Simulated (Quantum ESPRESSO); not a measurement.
# TiO2: anatase against rutile under pressure

Which form of TiO2 has the lower enthalpy, and does pressure change the order? Both are relaxed at the same set pressures.

Calculated with Quantum ESPRESSO 7.5, PBEsol, GBRV 1.5 ultrasoft potentials, cutoff 680 eV, Fermi–Dirac smearing 0.02 eV, k-mesh 10×10×10, no spin polarisation, no spin-orbit coupling.

The rutile cell takes smearing 0.02 eV and a 6×6×9 mesh.

Near zero pressure the anatase cell (I4_1/amd, 6 atoms) is a = 5.4670 Å, b = 5.4670 Å, c = 5.4670 Å, α = 139.64°, β = 139.64°, γ = 58.40°; the rutile cell (P4_2/mnm, 6 atoms) is a = 4.5919 Å, b = 4.5919 Å, c = 2.9397 Å, α = 90.00°, β = 90.00°, γ = 90.00°.

| P (GPa) | V, anatase (Å³) | V, rutile (Å³) | ΔE (meV) | ΔH = ΔE + PΔV (meV) |
| --- | --- | --- | --- | --- |
| −4 | 34.731 | 31.580 | 59.7 | 138.4 |
| 0 | 33.950 | 30.993 | 61.9 | 61.9 |
| 5 | 33.048 | 30.344 | 57.6 | −26.8 |
| 15 | 31.431 | 29.250 | 24.3 | −179.9 |
| 20 | 30.702 | 28.777 | −3.8 | −244.1 |
| 30 | 29.395 | 27.937 | −76.4 | −349.3 |

Values are for a formula unit, differences are rutile less anatase, and 1 GPa Å³ = 6.2415 meV. **Question.** Give ΔH at 10 GPa, a row left out above, and the pressure at which the two forms cross, if they do.

Least squares with ΔH = h0 + h1 P + h2 P² gives h0 = 61.8 meV, h1 = −18.51 meV/GPa and h2 = 0.160 meV/GPa². Since dH/dP = V, the slope should equal ΔV: −2.958 Å³ × 6.2415 = −18.46 meV/GPa at 0 GPa. At 10 GPa the fit gives −107.3 meV. The run itself gives −107.5 meV, so the estimate misses by 0.2 meV; the fitted rows themselves lie up to 0.2 meV off the law.

ΔH passes through zero at 3.4 GPa, above which the rutile form is lower. Semilocal functionals are known to favour anatase over rutile, against calorimetry. This compares two forms alone, at zero temperature, without vibrations or barriers; other forms may lie lower.
